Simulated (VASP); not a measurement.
# BaF2 (Frankdicksonite) (Fm-3m) in VASP: a series of runs

The runs below take BaF2 (Frankdicksonite) through relaxation of the atoms, with PBEsol.

Program: VASP 6.6.1. These are calculated values, not measurements. Logs are shortened: lines on timing, memory, paths and dates and some standing lists are left out, and cuts for length are marked.

### Step 1. The crystal as given

It takes space group Fm-3m (No. 225, cubic). Conventional cell: a = 6.176 Å, b = 6.176 Å, c = 6.176 Å, α = 90.00°, β = 90.00°, γ = 90.00°. Around Ba (site symmetry m-3m) lie 8 F at 2.67 Å. Around F (site symmetry -43m) lie 4 Ba at 2.67 Å.

### Step 2. Relaxation of the atoms, PBEsol (a relaxed cell with its volume scaled by 0.98)

File INCAR:

```
SYSTEM = BaF2
PREC = Accurate ; ENCUT = 600
EDIFF = 1E-7 ; ISMEAR = 0
SIGMA = 0.03 ; LREAL = .FALSE.
LASPH = .TRUE. ; NELM = 80
ALGO = Normal ; ISIF = 2
LWAVE = .FALSE. ; LCHARG = .FALSE.
GGA = PS ; IBRION = 2
NSW = 40 ; EDIFFG = -0.01
```

File KPOINTS:

```
regular mesh
0
G
  8 8 8
  0 0 0
```

File POSCAR:

```
BaF2                                    
1.0
    0.0000000000      3.0674914742      3.0674914742
    3.0674914742     -0.0000000000      3.0674914742
    3.0674914742      3.0674914742      0.0000000000
  Ba              F             
     1     2
Direct
     0.0000000000000000    0.0000000000000000    0.0000000000000000
     0.2500000000000000    0.2500000000000000    0.2500000000000000
     0.7500000000000000    0.7500000000000000    0.7500000000000000
```

Potentials or basis: VASP PAW PBE potentials, release 64 (Ba_sv, F).

Launch:

```bash
$ cat potpaw_PBE.64/Ba_sv/POTCAR potpaw_PBE.64/F/POTCAR > POTCAR
$ mpirun -np 1 vasp_std > vasp.out
```

OUTCAR:

```text
SYSTEM = BaF2
   PREC = Accurate
   ENCUT = 600
   EDIFF = 1E-7
   ISMEAR = 0
   LREAL = .FALSE.
   LASPH = .TRUE.
   NELM = 80
   ISIF = 2
   GGA = PS
   IBRION = 2
   NSW = 40
   EDIFFG = -0.01

 ion  position               nearest neighbor table
   1  0.000  0.000  0.000-   3 2.66   3 2.66   3 2.66   2 2.66   3 2.66   2 2.66   2 2.66   2 2.66

   2  0.250  0.250  0.250-   1 2.66   1 2.66   1 2.66   1 2.66
   3  0.750  0.750  0.750-   1 2.66   1 2.66   1 2.66   1 2.66

  LATTYP: Found a face centered cubic cell.
 ALAT       =     6.1349829484

  Lattice vectors:

 A1 = (   0.0000000000,   3.0674914742,   3.0674914742)
 A2 = (   3.0674914742,   0.0000000000,   3.0674914742)
 A3 = (   3.0674914742,   3.0674914742,   0.0000000000)

Analysis of symmetry for initial positions (statically):
=====================================================================
 Subroutine PRICEL returns:
 Original cell was already a primitive cell.

 Routine SETGRP: Setting up the symmetry group for a
 face centered cubic supercell.

 Subroutine GETGRP returns: Found 48 space group operations
 (whereof 48 operations were pure point group operations)
 out of a pool of 48 trial point group operations.

The static configuration has the point symmetry O_h .

Analysis of symmetry for dynamics (positions and initial velocities):
=====================================================================
 Subroutine PRICEL returns:
 Original cell was already a primitive cell.

 Routine SETGRP: Setting up the symmetry group for a
 face centered cubic supercell.

 Subroutine GETGRP returns: Found 48 space group operations
 (whereof 48 operations were pure point group operations)
 out of a pool of 48 trial point group operations.

The dynamic configuration has the point symmetry O_h .

 Subroutine INISYM returns: Found 48 space group operations
 (whereof 48 operations are pure point group operations),
 and found     1 'primitive' translations

----------------------------------------------------------------------------------------

                                     Primitive cell

  volume of cell :      57.7271

  direct lattice vectors                    reciprocal lattice vectors
     0.000000000  3.067491474  3.067491474    -0.162999638  0.162999638  0.162999638
     3.067491474  0.000000000  3.067491474     0.162999638 -0.162999638  0.162999638
     3.067491474  3.067491474  0.000000000     0.162999638  0.162999638 -0.162999638

  length of vectors
     4.338088045  4.338088045  4.338088045     0.282323655  0.282323655  0.282323655

  position of ions in fractional coordinates (direct lattice)
     0.000000000  0.000000000  0.000000000
     0.250000000  0.250000000  0.250000000
     0.750000000  0.750000000  0.750000000

  ion indices of the primitive-cell ions
   primitive index   ion index
                 1           1
                 2           2
                 3           3

----------------------------------------------------------------------------------------

 KPOINTS: regular mesh

Automatic generation of k-mesh.
 Grid dimensions read from file:
 generate k-points for:    8    8    8

 Generating k-lattice:

  Cartesian coordinates                     Fractional coordinates (reciprocal lattice)
    -0.020374955  0.020374955  0.020374955     0.125000000  0.000000000  0.000000000
     0.020374955 -0.020374955  0.020374955     0.000000000  0.125000000  0.000000000
     0.020374955  0.020374955 -0.020374955     0.000000000  0.000000000  0.125000000

  Length of vectors
     0.035290457  0.035290457  0.035290457

  Shift w.r.t. Gamma in fractional coordinates (k-lattice)
     0.000000000  0.000000000  0.000000000

 Subroutine IBZKPT returns following result:
 ===========================================

 Found     29 irreducible k-points:

 Following reciprocal coordinates:
            Coordinates               Weight
  0.000000  0.000000  0.000000      1.000000
  0.125000  0.000000  0.000000      8.000000
  0.250000  0.000000  0.000000      8.000000
  0.375000  0.000000  0.000000      8.000000
  0.500000  0.000000  0.000000      4.000000
  0.125000  0.125000  0.000000      6.000000
[... 16 lines left out ...]
  0.500000  0.250000  0.125000     48.000000
 -0.375000  0.250000  0.125000     24.000000
 [... further k-points ...]
   k-points           NKPTS =     29   k-points in BZ     NKDIM =     29   number of bands    NBANDS=     16
   number of dos      NEDOS =    301   number of ions     NIONS =      3
   total plane-waves  NPLWV =  46656
   dimension x,y,z NGX =    36 NGY =   36 NGZ =   36
   dimension x,y,z NGXF=    72 NGYF=   72 NGZF=   72
   ions per type =               1   2
   NGX,Y,Z   is equivalent  to a cutoff of  13.80, 13.80, 13.80 a.u.
   NGXF,Y,Z  is equivalent  to a cutoff of  27.59, 27.59, 27.59 a.u.
 SYSTEM =  BaF2
   PREC   = accura    normal or accurate (medium, high low for compatibility)
   ISTART =      0    job   : 0-new  1-cont  2-samecut
   ICHARG =      2    charge: 1-file 2-atom 10-const
   ISPIN  =      1    spin polarized calculation?
   LNONCOLLINEAR =      F non collinear calculations
   LSORBIT =      F    spin-orbit coupling
   LASPH  =      T    aspherical Exc in radial PAW
   ENCUT  =  600.0 eV  44.10 Ry    6.64 a.u.   8.66  8.66  8.66*2*pi/ulx,y,z
   NELM   =     80;   NELMIN=  2; NELMDL= -5     # of ELM steps
   EDIFF  = 0.1E-06   stopping-criterion for ELM
   LREAL  =      F    real-space projection
   EDIFFG = -.1E-01   stopping-criterion for IOM
   NSW    =     40    number of steps for IOM
   IBRION =      2    ionic relax: 0-MD 1-quasi-New 2-CG
   NFREE  =      1    steps in history (QN), initial steepest desc. (CG)
   ISIF   =      2    stress and relaxation
   ISYM   =      2    0-nonsym 1-usesym 2-fastsym
   POTIM  = 0.5000    time-step for ionic-motion
   TEBEG  =    0.0;   TEEND  =   0.0 temperature during run
   PSTRESS=    0.0 pullay stress
   NELECT =      24.0000    total number of electrons
   NUPDOWN=      -1.0000    fix difference up-down
   EMIN   =  10.00;   EMAX   =-10.00  energy-range for DOS
   EFERMI =   0.00;   METHOD = LEGACY
   ISMEAR =     0;   SIGMA  =   0.03  broadening in eV -4-tet -1-fermi 0-gaus
   EFERMI_NEDOS =   21; number of points for ismear=-14 and -15
   IALGO  =     38    algorithm
   IMIX   =      4    mixing-type and parameters
     AMIX     =   0.40;   BMIX     =  1.00
     AMIX_MAG =   1.60;   BMIX_MAG =  1.00
  volume/ion in A,a.u.               =      19.24       129.85
  Fermi-wavevector in a.u.,A,eV,Ry     =   1.221852  2.308965 20.312436  1.492922
  Thomas-Fermi vector in A             =   2.357019
   LORBIT       =      0    0 simple, 1 ext, 2 COOP (PROOUT), +10 PAW based schemes
   GGA     = PS    functional components
   LHFCALC =     F    Hartree Fock is set to
   AEXX    =    0.0000 exact exchange contribution
   IVDW    =     0    specifies the selected vdW correction
   LEPSILON=     F    determine dielectric tensor
   LRPA    =     F    only Hartree local field effects (RPA)
 conjugate gradient relaxation of ions
 non-spin polarized calculation
 Gauss-broadening in eV      SIGMA  =   0.03
  energy-cutoff  :      600.00
  volume of cell :       57.73
 maximum number of plane-waves:      1964
   NGX = 17   NGY = 17   NGZ = 17

 number of electron      23.9999989 magnetization

 Free energy of the ion-electron system (eV)
  ---------------------------------------------------
  ext. energy  EPLUGINS =         0.00000000
  ---------------------------------------------------
  free energy    TOTEN  =       -17.63845741 eV

  energy without entropy =      -17.63845741  energy(sigma->0) =      -17.63845741

 E-fermi :  -1.9097     XC(G=0):  -9.0648

 val. band max:       -2.0565015633   @ k =  -0.2500   0.2500   0.0000
 cond. band min:       4.6989981355   @ k =   0.0000   0.0000   0.0000
 fundamental gap:      6.7554996988
 Fermi energy:        -1.9096527362

 k-point     1 :       0.0000    0.0000    0.0000
  band No.  band energies     occupation
      1     -25.0649      2.00000
      2     -20.9197      2.00000
      3     -20.8307      2.00000
      4      -9.8442      2.00000
      5      -9.8442      2.00000
      6      -9.8442      2.00000
[... 8 lines left out ...]
     15       7.1600      0.00000
     16       9.5192      0.00000

 k-point     2 :       0.1250    0.0000    0.0000
  band No.  band energies     occupation
      1     -25.0299      2.00000
      2     -20.9369      2.00000
      3     -20.8754      2.00000
      4      -9.8773      2.00000
      5      -9.8730      2.00000
      6      -9.8730      2.00000
[... 8 lines left out ...]
     15       7.1539      0.00000
     16       9.3222      0.00000

 k-point     3 :       0.2500    0.0000    0.0000
  band No.  band energies     occupation
      1     -24.9418      2.00000
      2     -21.0175      2.00000
      3     -20.9482      2.00000
      4      -9.9475      2.00000
      5      -9.9402      2.00000
      6      -9.9402      2.00000
[... 8 lines left out ...]
     15       7.1532      0.00000
     16       8.8790      0.00000

 k-point     4 :       0.3750    0.0000    0.0000
  band No.  band energies     occupation
      1     -24.8477      2.00000
      2     -21.1412      2.00000
      3     -20.9841      2.00000
      4     -10.0061      2.00000
      5     -10.0045      2.00000
      6     -10.0045      2.00000
[... 8 lines left out ...]
     15       7.1696      0.00000
     16       8.2689      0.00000

 k-point     5 :       0.5000    0.0000    0.0000
  band No.  band energies     occupation
      1     -24.8068      2.00000
      2     -21.1963      2.00000
      3     -20.9973      2.00000
      4     -10.0304      2.00000
      5     -10.0304      2.00000
      6     -10.0274      2.00000
[... 8 lines left out ...]
     15       7.1809      0.00000
     16       7.7394      0.00000

 k-point     6 :       0.1250    0.1250    0.0000
  band No.  band energies     occupation
      1     -25.0182      2.00000
      2     -20.9407      2.00000
      3     -20.8922      2.00000
      4      -9.9172      2.00000
      5      -9.9172      2.00000
      6      -9.8185      2.00000
[... 8 lines left out ...]
     15       7.3356      0.00000
     16       9.1608      0.00000

 k-point     7 :       0.2500    0.1250    0.0000
  band No.  band energies     occupation
      1     -24.9473      2.00000
      2     -20.9912      2.00000
      3     -20.9647      2.00000
      4      -9.9947      2.00000
      5      -9.9943      2.00000
      6      -9.8292      2.00000
[... 8 lines left out ...]
     15       7.4607      0.00000
     16       8.7512      0.00000

 k-point     8 :       0.3750    0.1250    0.0000
  band No.  band energies     occupation
      1     -24.8540      2.00000
      2     -21.1101      2.00000
      3     -21.0045      2.00000
      4     -10.0575      2.00000
      5     -10.0567      2.00000
      6      -9.8948      2.00000
[... 8 lines left out ...]
     15       7.4591      0.00000
     16       8.3940      0.00000

 k-point     9 :       0.5000    0.1250    0.0000
  band No.  band energies     occupation
      1     -24.7939      2.00000
      2     -21.1868      2.00000
      3     -21.0282      2.00000
      4     -10.0729      2.00000
      5     -10.0726      2.00000
      6      -9.9734      2.00000
[... 8 lines left out ...]
     15       7.3444      0.00000
     16       8.3237      0.00000
[... 172 lines left out ...]
 k-point    19 :       0.5000    0.3750    0.0000
  band No.  band energies     occupation
      1     -24.7285      2.00000
      2     -21.2483      2.00000
      3     -21.0709      2.00000
      4     -10.2658      2.00000
      5     -10.2642      2.00000
      6      -9.7027      2.00000
[... 8 lines left out ...]
     15       8.4264      0.00000
     16       9.2958      0.00000

 k-point    20 :      -0.3750    0.3750    0.0000
  band No.  band energies     occupation
      1     -24.7223      2.00000
      2     -21.2198      2.00000
      3     -21.1114      2.00000
      4     -10.2233      2.00000
      5     -10.2165      2.00000
      6      -9.8119      2.00000
[... 8 lines left out ...]
     15       7.9719      0.00000
     16       8.7408      0.00000

 k-point    21 :       0.5000    0.5000    0.0000
  band No.  band energies     occupation
      1     -24.7142      2.00000
      2     -21.2808      2.00000
      3     -21.0601      2.00000
      4     -10.3017      2.00000
      5     -10.3017      2.00000
      6      -9.6466      2.00000
[... 8 lines left out ...]
     15       8.7667      0.00000
     16      10.0943      0.00000

 k-point    22 :       0.3750    0.2500    0.1250
  band No.  band energies     occupation
      1     -24.8732      2.00000
      2     -21.0640      2.00000
      3     -21.0181      2.00000
      4     -10.0746      2.00000
      5     -10.0625      2.00000
      6      -9.8378      2.00000
[... 8 lines left out ...]
     15       7.6059      0.00000
     16       8.3297      0.00000

 k-point    23 :       0.5000    0.2500    0.1250
  band No.  band energies     occupation
      1     -24.7950      2.00000
      2     -21.1473      2.00000
      3     -21.0657      2.00000
      4     -10.1502      2.00000
      5     -10.0636      2.00000
      6      -9.9107      2.00000
[... 8 lines left out ...]
     15       7.6552      0.00000
     16       8.2092      0.00000

 k-point    24 :      -0.3750    0.2500    0.1250
  band No.  band energies     occupation
      1     -24.7614      2.00000
      2     -21.1845      2.00000
      3     -21.0842      2.00000
      4     -10.1804      2.00000
      5     -10.0028      2.00000
      6     -10.0014      2.00000
[... 8 lines left out ...]
     15       7.5596      0.00000
     16       8.3296      0.00000

 [... further k-points ...]
[... 5 lines left out ...]
  --------------------------------------------------------------------------------------
  -------------------------------------------------------------------------------------
  Total        0.4686434      0.4686434      0.4686434     -0.0000000     -0.0000000      0.0000000
  in kB       13.0068764     13.0068764     13.0068764     -0.0000000     -0.0000000      0.0000000
  external PRESSURE =      13.0068764 kB  Pullay stress =       0.0000000 kB

 VOLUME and BASIS-vectors are now :
 -----------------------------------------------------------------------------
  energy-cutoff  :      600.00
  volume of cell :       57.73
      direct lattice vectors                 reciprocal lattice vectors
     0.000000000  3.067491474  3.067491474    -0.162999638  0.162999638  0.162999638
     3.067491474  0.000000000  3.067491474     0.162999638 -0.162999638  0.162999638
     3.067491474  3.067491474  0.000000000     0.162999638  0.162999638 -0.162999638

 POSITION                                       TOTAL-FORCE (eV/Angst)
 -----------------------------------------------------------------------------------
      0.00000      0.00000      0.00000         0.000000     -0.000000      0.000000
      1.53375      1.53375      1.53375        -0.000000     -0.000000     -0.000000
      4.60124      4.60124      4.60124         0.000000      0.000000      0.000000
 -----------------------------------------------------------------------------------
    total drift:                                0.000000      0.000000      0.000000

  FREE ENERGIE OF THE ION-ELECTRON SYSTEM (eV)
  ---------------------------------------------------
  free  energy   TOTEN  =       -17.6384574056 eV

  energy  without entropy=      -17.6384574056  energy(sigma->0) =      -17.63845741

 reached required accuracy - stopping structural energy minimisation
```

Wall time 35 s (1 thread of Intel Xeon Platinum 8488C (Sapphire Rapids), shared host); peak memory 0.22 GiB.

Results:

* Free energy: -17.6385 eV
* Pressure after relaxing: 1.3 GPa
* Band gap on the k mesh: 6.76 eV, indirect (least direct gap 6.86 eV)

Final structure:
```xyz
3
Lattice="0.0000 3.0675 3.0675 3.0675 0.0000 3.0675 3.0675 3.0675 0.0000" Properties=species:S:1:pos:R:3 pbc="T T T"
Ba    0.0000    0.0000    0.0000
F     1.5337    1.5337    1.5337
F     4.6012    4.6012    4.6012
```

Caveat: the relaxation stopped at its first step, so nothing moved; the PAW data sets were made with another functional, which shifts forces and pressure a little; spin-orbit coupling is left out, which moves the levels of the heavy elements.

### Step 3. Relaxation of the atoms, PBEsol

INCAR is that of step 2.

KPOINTS is that of step 2.

File POSCAR:

```
BaF2                                    
1.0
    0.0000000000      3.0882183967      3.0882183967
    3.0882183967     -0.0000000000      3.0882183967
    3.0882183967      3.0882183967      0.0000000000
  Ba              F             
     1     2
Direct
     0.0000000000000000    0.0000000000000000    0.0000000000000000
     0.2500000000000000    0.2500000000000000    0.2500000000000000
     0.7500000000000000    0.7500000000000000    0.7500000000000000
```

Potentials or basis: VASP PAW PBE potentials, release 64 (Ba_sv, F).

Launch:

```bash
$ cat potpaw_PBE.64/Ba_sv/POTCAR potpaw_PBE.64/F/POTCAR > POTCAR
$ mpirun -np 1 vasp_std > vasp.out
```

It took 32 s on 1 thread of Intel Xeon Platinum 8488C (Sapphire Rapids), shared host; peak memory 0.22 GiB.

It converged, with:

* Free energy: -17.6452 eV
* Pressure after relaxing: 0.0 GPa
* Band gap on the k mesh: 6.67 eV, indirect (least direct gap 6.76 eV)

Final structure:
```
Ba F
1.0
     0.00000    3.08822    3.08822
     3.08822    0.00000    3.08822
     3.08822    3.08822    0.00000
Ba F
1 2
Direct
  0.00000 0.00000 0.00000
  0.25000 0.25000 0.25000
  0.75000 0.75000 0.75000
```

Levels at points of the mesh, in eV from the valence-band top:
| k point | band 10 | band 11 | band 12 | band 13 | band 14 | band 15 |
| --- | --- | --- | --- | --- | --- | --- |
| (0.00, 0.00, 0.00) | -0.09 | -0.09 | -0.09 | 6.67 | 9.15 | 9.15 |
| (0.50, 0.00, 0.00) | -0.36 | -0.17 | -0.17 | 9.07 | 9.16 | 9.16 |
| (0.50, 0.50, 0.00) | -0.33 | -0.33 | -0.14 | 7.19 | 8.96 | 10.70 |

Caveat: the relaxation stopped at its first step, so nothing moved; the PAW data sets were made with another functional, which shifts forces and pressure a little; spin-orbit coupling is left out, which moves the levels of the heavy elements. A hybrid or GW would open this gap; PBEsol tends to underestimate it.
